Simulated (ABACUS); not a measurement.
# PbS (Galena) (Fm-3m) in ABACUS: equation of state

How stiff is PbS (Galena) in PBEsol, and what volume does it want? The cell is scaled to several volumes.

All numbers are computed with ABACUS 3.10.1; they aren't measurements. Logs are shortened: lines on timing, memory, paths and dates and some standing lists are left out, and cuts for length are marked.

## (1) Starting point

It takes space group Fm-3m (No. 225, cubic). Conventional cell: a = 5.931 Å, b = 5.931 Å, c = 5.931 Å, α = 90.00°, β = 90.00°, γ = 90.00°. Around Pb (site symmetry m-3m) lie 6 S at 2.97 Å. S (site symmetry m-3m) has 6 Pb at 2.97 Å as nearest neighbours.

## (2) Equation of state, PBEsol, 24.52 Å³/atom (volume scaled by 0.94)

INPUT

```
INPUT_PARAMETERS
suffix              PbS
calculation         scf
basis_type          pw
pseudo_dir          ./
symmetry            1
dft_functional      pbesol
ecutwfc             63
pseudo_rcut         7
nspin               1
nbands              14
ks_solver           dav
smearing_method     fd
smearing_sigma      0.00367493
scf_thr             1e-08
scf_nmax            100
mixing_type         broyden
mixing_beta         0.7
cal_force           1
cal_stress          1
kpar                4
```

STRU

```
ATOMIC_SPECIES
Pb 207.2000 Pb.upf
S 32.0600 S.upf

LATTICE_CONSTANT
1.8897261246

LATTICE_VECTORS
0.0000000000 2.9052075019 2.9052075019
2.9052075019 0.0000000000 2.9052075019
2.9052075019 2.9052075019 0.0000000000

ATOMIC_POSITIONS
Direct

Pb
0.0
1
0.0000000000 0.0000000000 0.0000000000 1 1 1

S
0.0
1
0.5000000000 0.5000000000 0.5000000000 1 1 1
```

KPT

```
K_POINTS
0
Gamma
8 8 8 0 0 0
```

Potentials or basis: PseudoDojo NC SR 0.4.1 PBEsol standard, plane waves.

The run is started by

```bash
$ OMP_NUM_THREADS=1 mpirun -np 4 abacus > log
```

running log:

```text
ABACUS v3.10.1

               Atomic-orbital Based Ab-initio Computation at UStc

 ------------------------------------------------------------------------------------

 READING GENERAL INFORMATION
                           global_out_dir = OUT.PbS/
                           global_in_card = INPUT
                               pseudo_dir = ./
                              orbital_dir =
                                    DSIZE = 4
                                    GSIZE = 1

 READING UNITCELL INFORMATION
                                    ntype = 2
                  lattice constant (Bohr) = 1.88973
              lattice constant (Angstrom) = 1

 READING ATOM TYPE 1
                               atom label = Pb
                      L=0, number of zeta = 1
                      L=1, number of zeta = 1
                      L=2, number of zeta = 1
             number of atom for this type = 1

 READING ATOM TYPE 2
                               atom label = S
                      L=0, number of zeta = 1
                      L=1, number of zeta = 1
                      L=2, number of zeta = 1
             number of atom for this type = 1

                        TOTAL ATOM NUMBER = 2
DIRECT COORDINATES
    atom                   x                   y                   z     mag                  vx                  vy                  vz
taud_Pb1            0.0000000000        0.0000000000        0.0000000000  0.0000        0.0000000000        0.0000000000        0.0000000000
taud_S1            0.5000000000        0.5000000000        0.5000000000  0.0000        0.0000000000        0.0000000000        0.0000000000

                          Volume (Bohr^3) = 330.947
                             Volume (A^3) = 49.0412

 Lattice vectors: (Cartesian coordinate: in unit of a_0)
                   +0            +2.90521            +2.90521
             +2.90521                  +0            +2.90521
             +2.90521            +2.90521                  +0
 Reciprocal vectors: (Cartesian coordinate: in unit of 2 pi/a_0)
            -0.172105           +0.172105           +0.172105
            +0.172105           -0.172105           +0.172105
            +0.172105           +0.172105           -0.172105
 The esolver type has been set to : ksdft_pw

                PAO radial cut off (Bohr) = 7

 Read in pseudopotential file is Pb.upf
                     pseudopotential type = NC
          exchange-correlation functional = PBESOL
                 nonlocal core correction = 1
                        valence electrons = 14
                                     lmax = 2
                           number of zeta = 3
                     number of projectors = 6
                           L of projector = 0
[... 5 lines left out ...]
                PAO radial cut off (Bohr) = 7

 Read in pseudopotential file is S.upf
                     pseudopotential type = NC
          exchange-correlation functional = PBESOL
                 nonlocal core correction = 1
                        valence electrons = 6
                                     lmax = 2
                           number of zeta = 2
                     number of projectors = 6
                           L of projector = 0
                           L of projector = 0
                           L of projector = 1
                           L of projector = 1
                           L of projector = 2
                           L of projector = 2
     initial pseudo atomic orbital number = 13

 SETUP THE ELECTRONS NUMBER
            electron number of element Pb = 14
      total electron number of element Pb = 14
             electron number of element S = 6
       total electron number of element S = 6
            AUTOSET number of electrons:  = 20
                           occupied bands = 10
                                   NBANDS = 14
                                   NLOCAL = 18

%%%%%%%%%%%%%%%%%%%%%%%%%%%%%%%%%%%%%%%%%%%%%%%%%%%%%%%%%%%%%%%%%%%%%%%%%%%%%%%%%%%%%%%%%%%%%%%%%%%%%%%%%%
 Warning: the number of valence electrons in pseudopotential > 4 for Pb: [Xe] 4f14 5d10 6s2 6p2
 Pseudopotentials with additional electrons can yield (more) accurate outcomes, but may be less efficient.
 If you're confident that your chosen pseudopotential is appropriate, you can safely ignore this warning.
%%%%%%%%%%%%%%%%%%%%%%%%%%%%%%%%%%%%%%%%%%%%%%%%%%%%%%%%%%%%%%%%%%%%%%%%%%%%%%%%%%%%%%%%%%%%%%%%%%%%%%%%%%

 SETUP THE PLANE WAVE BASIS
 energy cutoff for charge/potential (unit:Ry) = 252
            fft grid for charge/potential = [ 40, 40, 40 ]
                        fft grid division = [ 1, 1, 1 ]
        big fft grid for charge/potential = [ 40, 40, 40 ]
                                     nbxx = 64000
                                     nrxx = 64000

 SETUP PLANE WAVES FOR CHARGE/POTENTIAL
                    number of plane waves = 22227
                         number of sticks = 1039

 PARALLEL PW FOR CHARGE/POTENTIAL
[... 60 lines left out ...]
                               nkstot_ibz = 29
K-POINTS REDUCTION ACCORDING TO SYMMETRY
     IBZ    DIRECT_X    DIRECT_Y    DIRECT_Z  WEIGHT  ibz2bz
       1  0.00000000  0.00000000  0.00000000  0.0020       0
       2  0.12500000  0.12500000  0.12500000  0.0156       1
       3  0.25000000  0.25000000  0.25000000  0.0156       2
       4  0.37500000  0.37500000  0.37500000  0.0156       3
       5  0.50000000  0.50000000  0.50000000  0.0078       4
       6  0.12500000  0.12500000  0.00000000  0.0117       9
[... 21 lines left out ...]
      28 -0.12500000  0.50000000  0.37500000  0.0234     101
      29  0.50000000  0.25000000 -0.25000000  0.0117     166

                               nkstot now = 29
[... K-POINTS DIRECT COORDINATES: 29 rows ...]

           k-point number in this process = 8
       minimum distributed K point number = 7
[... stars of the k points ...]

[... K-POINTS CARTESIAN COORDINATES: 8 rows ...]

[... K-POINTS DIRECT COORDINATES: 8 rows ...]

 SETUP PLANE WAVES FOR WAVE FUNCTIONS
     energy cutoff for wavefunc (unit:Ry) = 63
              fft grid for wave functions = [ 40, 40, 40 ]
                    number of plane waves = 3383
                         number of sticks = 301

 PARALLEL PW FOR WAVE FUNCTIONS
     PROC   COLUMNS(POT)             PW
        1            301           3383
 --------------- sum -------------------
        1            301           3383

 SETUP NONLOCAL PSEUDOPOTENTIALS IN PLANE WAVE BASIS
 Pb non-local projectors:
 projector 1 L=0
 projector 2 L=0
 projector 3 L=1
 projector 4 L=1
 projector 5 L=2
 projector 6 L=2
 S non-local projectors:
 projector 1 L=0
 projector 2 L=0
 projector 3 L=1
 projector 4 L=1
 projector 5 L=2
 projector 6 L=2
      TOTAL NUMBER OF NONLOCAL PROJECTORS = 36

 Init Non-Local PseudoPotential table :
 Init Non-Local-Pseudopotential done.

                                     npwx = 2809

 Make real space PAO into reciprocal space.
       max mesh points in Pseudopotential = 701
     dq(describe PAO in reciprocal space) = 0.01
                                    max q = 957

 number of pseudo atomic orbitals for Pb is 3
WARNING: norm of atomic wavefunction # 2 of atomic type Pb is 0.999895, renormalized
WARNING: norm of atomic wavefunction # 3 of atomic type Pb is 0.990856, renormalized

 number of pseudo atomic orbitals for S is 2
WARNING: norm of atomic wavefunction # 1 of atomic type S is 0.999996, renormalized
WARNING: norm of atomic wavefunction # 2 of atomic type S is 0.999702, renormalized

 -------------------------------------------
 SELF-CONSISTENT
 -------------------------------------------
                                 init_chg = atomic

 PW ALGORITHM --------------- ION=   1  ELEC=   1--------------------------------
 Notice: Threshold on eigenvalues was too large.
 hsover_error=0.2 > DRHO=0.107793
 Origin diag ethr = 0.01
 New diag ethr = 0.000538965

 Density error is 0.104929486764
                          Error Threshold = 0.000538965299607
----------------------------------------------------------
     Energy           Rydberg                 eV
----------------------------------------------------------
 E_KohnSham     -162.6158044378      -2212.5015252074
 E_Harris       -163.2987534370      -2221.7935230402
 E_Fermi        0.6906341392         9.3965595264
----------------------------------------------------------
[... 63 lines left out ...]
 Density error is 6.54908905135e-09
                          Error Threshold = 2.77579406151e-10
----------------------------------------------------------
     Energy           Rydberg                 eV
----------------------------------------------------------
 E_KohnSham     -162.6502778978      -2212.9705606932
 E_KS(sigma->0) -162.6502382287      -2212.9700209672
 E_Harris       -162.6499226351      -2212.9657270970
 E_band         -2.6430764764        -35.9609003294
 E_one_elec     -32.4129620058       -441.0009723364
 E_Hartree      29.2796514375        398.3700950040
 E_xc           -45.9692957408       -625.4443551221
 E_Ewald        -113.5475922504      -1544.8942487868
 E_entropy(-TS) -0.0000793382        -0.0010794520
 E_descf        0.0000000000         0.0000000000
 E_exx          0.0000000000         0.0000000000
 E_Fermi        0.7114166930         9.6793206770
----------------------------------------------------------

 charge density convergence is achieved
 final etot is -2212.9705607 eV
 EFERMI = 9.679320677 eV

 STATE ENERGY(eV) AND OCCUPATIONS    NSPIN == 1
 1/8 kpoint (Cartesian) = 0.0000 0.0000 0.0000 (2741 pws)
       1       -7.26819     0.00390625
       2       -7.26819     0.00390625
       3       -7.26819     0.00390625
       4       -7.25629     0.00390625
       5       -7.25629     0.00390625
       6       -4.59273     0.00390625
       7        3.64804     0.00390625
       8        7.11775     0.00390625
       9        7.11775     0.00390625
      10        7.11775     0.00390625
      11        14.9375    8.30873e-49
      12        14.9375    8.30873e-49
      13        14.9375    8.30873e-49
      14        16.0433    2.06565e-58
[... 66 lines left out ...]
       1       -7.27374      0.0234375
       2       -7.27322      0.0234375
       3       -7.25720      0.0234375
       4       -7.25720      0.0234375
       5       -7.25141      0.0234375
       6       -4.39094      0.0234375
       7        3.02067      0.0234375
       8        6.89730      0.0234375
       9        6.89730      0.0234375
      10        8.05777      0.0234375
      11        12.5682    1.89318e-27
      12        14.4948    3.49060e-44
      13        14.4948    3.49060e-44
      14        15.0569    4.57617e-49

[... levels at 2 further k points ...]

------------------------------------------------------------------------------------------
 TOTAL-FORCE (eV/Angstrom)
------------------------------------------------------------------------------------------
                       Pb1         0.0000000000         0.0000000000         0.0000000000
                        S1         0.0000000000         0.0000000000         0.0000000000
------------------------------------------------------------------------------------------

----------------------------------------------------------------
 TOTAL-STRESS (KBAR)
----------------------------------------------------------------
        31.2189525500        -0.0000000000         0.0000000000
         0.0000000000        31.2189525500        -0.0000000000
         0.0000000000        -0.0000000000        31.2189525500
----------------------------------------------------------------
 TOTAL-PRESSURE: 31.218953 KBAR

 --------------------------------------------
 !FINAL_ETOT_IS -2212.9705606932438968 eV
 --------------------------------------------
```

It took 12 s on 4 MPI ranks of Intel Xeon Platinum 8259CL at 2.50GHz (Skylake/Cascade Lake), shared host; peak memory 0.32 GiB.

Results:

```
Free energy            : -2212.9706 eV
Pressure               : 3.1 GPa
Band gap on the k mesh : 0.01 eV, direct
```

Caveat: spin-orbit coupling is left out, which as a rule narrows the gap of such compounds by several tenths of an eV.

## (3) Equation of state, PBEsol, 25.04 Å³/atom (volume scaled by 0.96)

INPUT is that of step 2.

Edit STRU of step 2 so:

```diff
@@ -8,5 +8,5 @@
 LATTICE_VECTORS
-0.0000000000 2.9052075019 2.9052075019
-2.9052075019 0.0000000000 2.9052075019
-2.9052075019 2.9052075019 0.0000000000
+0.0000000000 2.9256673838 2.9256673838
+2.9256673838 0.0000000000 2.9256673838
+2.9256673838 2.9256673838 0.0000000000
```

KPT is that of step 2.

Potentials or basis: PseudoDojo NC SR 0.4.1 PBEsol standard, plane waves.

The run is started by

```bash
$ OMP_NUM_THREADS=1 mpirun -np 4 abacus > log
```

Wall time 12 s (4 MPI ranks of Intel Xeon Platinum 8259CL at 2.50GHz (Skylake/Cascade Lake), shared host); peak memory 0.32 GiB.

It converged, with:

| Property | Result |
| --- | --- |
| Free energy | -2212.9861 eV |
| Pressure | 1.7 GPa |
| Band gap on the k mesh | 0.10 eV, direct |

Caveat: spin-orbit coupling is left out, which as a rule narrows the gap of such compounds by several tenths of an eV.

## (4) Equation of state, PBEsol, 25.56 Å³/atom (volume scaled by 0.98)

INPUT is that of step 3.

Edit STRU of step 3 so:

```diff
@@ -8,5 +8,5 @@
 LATTICE_VECTORS
-0.0000000000 2.9256673838 2.9256673838
-2.9256673838 0.0000000000 2.9256673838
-2.9256673838 2.9256673838 0.0000000000
+0.0000000000 2.9458450378 2.9458450378
+2.9458450378 0.0000000000 2.9458450378
+2.9458450378 2.9458450378 0.0000000000
```

KPT is that of step 3.

The run is started by

```bash
$ OMP_NUM_THREADS=1 mpirun -np 4 abacus > log
```

It took 13 s on 4 MPI ranks of Intel Xeon Platinum 8259CL at 2.50GHz (Skylake/Cascade Lake), shared host; peak memory 0.32 GiB.

The run converged. Its results:

```yaml
Free_energy: -2212.9926 eV
Pressure: 0.4 GPa
Band_gap_on_the_k_mesh: 0.18 eV, direct
```

Caveat: spin-orbit coupling is left out, which as a rule narrows the gap of such compounds by several tenths of an eV.

## (5) Equation of state, PBEsol, 26.09 Å³/atom

INPUT is that of step 4.

Edit STRU of step 4 so:

```diff
@@ -8,5 +8,5 @@
 LATTICE_VECTORS
-0.0000000000 2.9458450378 2.9458450378
-2.9458450378 0.0000000000 2.9458450378
-2.9458450378 2.9458450378 0.0000000000
+0.0000000000 2.9657500000 2.9657500000
+2.9657500000 0.0000000000 2.9657500000
+2.9657500000 2.9657500000 0.0000000000
```

KPT is that of step 4.

The run is started by

```bash
$ OMP_NUM_THREADS=1 mpirun -np 4 abacus > log
```

Wall time 13 s (4 MPI ranks of Intel Xeon Platinum 8259CL at 2.50GHz (Skylake/Cascade Lake), shared host); peak memory 0.32 GiB.

Results (log left out):

```
Free energy            : -2212.9911 eV
Pressure               : -0.8 GPa
Band gap on the k mesh : 0.26 eV, direct
```

Caveat: spin-orbit coupling is left out, which as a rule narrows the gap of such compounds by several tenths of an eV.

## (6) Equation of state, PBEsol, 26.61 Å³/atom (volume scaled by 1.02)

INPUT is that of step 5.

Edit STRU of step 5 so:

```diff
@@ -8,5 +8,5 @@
 LATTICE_VECTORS
-0.0000000000 2.9657500000 2.9657500000
-2.9657500000 0.0000000000 2.9657500000
-2.9657500000 2.9657500000 0.0000000000
+0.0000000000 2.9853913009 2.9853913009
+2.9853913009 0.0000000000 2.9853913009
+2.9853913009 2.9853913009 0.0000000000
```

KPT is that of step 5.

Potentials or basis: PseudoDojo NC SR 0.4.1 PBEsol standard, plane waves.

The run is started by

```bash
$ OMP_NUM_THREADS=1 mpirun -np 4 abacus > log
```

Run time: 13 s. Hardware: 4 MPI ranks of Intel Xeon Platinum 8259CL at 2.50GHz (Skylake/Cascade Lake), shared host; peak memory 0.36 GiB.

The run converged. Its results:

| Item | Value |
| --- | --- |
| Free energy | -2212.9823 eV |
| Pressure | -1.9 GPa |
| Band gap on the k mesh | 0.33 eV, direct |

Caveat: spin-orbit coupling is left out, which as a rule narrows the gap of such compounds by several tenths of an eV.

## (7) Equation of state, PBEsol, 27.13 Å³/atom (volume scaled by 1.04)

INPUT is that of step 6.

Edit STRU of step 6 so:

```diff
@@ -8,5 +8,5 @@
 LATTICE_VECTORS
-0.0000000000 2.9853913009 2.9853913009
-2.9853913009 0.0000000000 2.9853913009
-2.9853913009 2.9853913009 0.0000000000
+0.0000000000 3.0047775019 3.0047775019
+3.0047775019 0.0000000000 3.0047775019
+3.0047775019 3.0047775019 0.0000000000
```

KPT is that of step 6.

The run is started by

```bash
$ OMP_NUM_THREADS=1 mpirun -np 4 abacus > log
```

Run time: 15 s. Hardware: 4 MPI ranks of Intel Xeon Platinum 8259CL at 2.50GHz (Skylake/Cascade Lake), shared host; peak memory 0.36 GiB.

Results (log left out):

```
Free energy            : -2212.9668 eV
Pressure               : -2.9 GPa
Band gap on the k mesh : 0.40 eV, direct
```

Caveat: spin-orbit coupling is left out, which as a rule narrows the gap of such compounds by several tenths of an eV.

## (8) Equation of state, PBEsol, 27.65 Å³/atom (volume scaled by 1.06)

INPUT is that of step 7.

Edit STRU of step 7 so:

```diff
@@ -8,5 +8,5 @@
 LATTICE_VECTORS
-0.0000000000 3.0047775019 3.0047775019
-3.0047775019 0.0000000000 3.0047775019
-3.0047775019 3.0047775019 0.0000000000
+0.0000000000 3.0239167281 3.0239167281
+3.0239167281 0.0000000000 3.0239167281
+3.0239167281 3.0239167281 0.0000000000
```

KPT is that of step 7.

The run is started by

```bash
$ OMP_NUM_THREADS=1 mpirun -np 4 abacus > log
```

It took 17 s on 4 MPI ranks of Intel Xeon Platinum 8259CL at 2.50GHz (Skylake/Cascade Lake), shared host; peak memory 0.32 GiB.

The run converged. Its results:

| Item | Value |
| --- | --- |
| Free energy | -2212.9455 eV |
| Pressure | -3.7 GPa |
| Band gap on the k mesh | 0.46 eV, direct |

Caveat: spin-orbit coupling is left out, which as a rule narrows the gap of such compounds by several tenths of an eV.

## (9) Equation of state, PBEsol

Potentials or basis: PseudoDojo NC SR 0.4.1 PBEsol standard, plane waves.

This step only gathers the single runs of the series.

Results:

| Property | Result |
| --- | --- |
| Equilibrium volume | 25.72 Å³/atom |
| Bulk modulus | 59 GPa |
| Pressure derivative of the bulk modulus | 4.0 |

Energy against volume, from the lowest point:
```
volume (Å³/atom)  energy (meV/atom)
          24.521              11.04
          25.042               3.29
          25.564               0.00
          26.086               0.76
          26.607               5.18
          27.129              12.91
          27.651              23.59
```

The run has no spin-orbit coupling, so splittings on Pb are missing.
